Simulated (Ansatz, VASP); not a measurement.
**Be: VASP beside Ansatz**

```
Be
1.0
     0.00000    1.46562    1.46562
     1.46562    0.00000    1.46562
     1.46562    1.46562    0.00000
Be
1
Direct
  0.00000 0.00000 0.00000
```

Change from the starting cell: volume scaled by 0.84, PAW files.

Alike in both runs: task single point; functional LDA; k mesh 21 × 21 × 21; occupations fermi-dirac, width 0.05 eV; no spin polarisation.

|  | VASP | Ansatz |
| --- | --- | --- |
| version | VASP 6.6.1 | Ansatz 0.2.0 |
| potentials or method | VASP PAW LDA potentials, release 64 (Be) | PAW with Ansatz's default frozen-core files, scalar-relativistic |
| plane-wave cutoff (eV) | 520 | 420 |
| valence electrons in the cell | 2 | 2 |

Ansatz gave:

```
pressure (GPa) : 30.8
```

Task: Which values does VASP return?

Result: Pressure (GPa): 31.5.

Caveats: so large a pressure means that the cell lies far from this level's equilibrium, or that cutoff or potentials fall short (VASP).
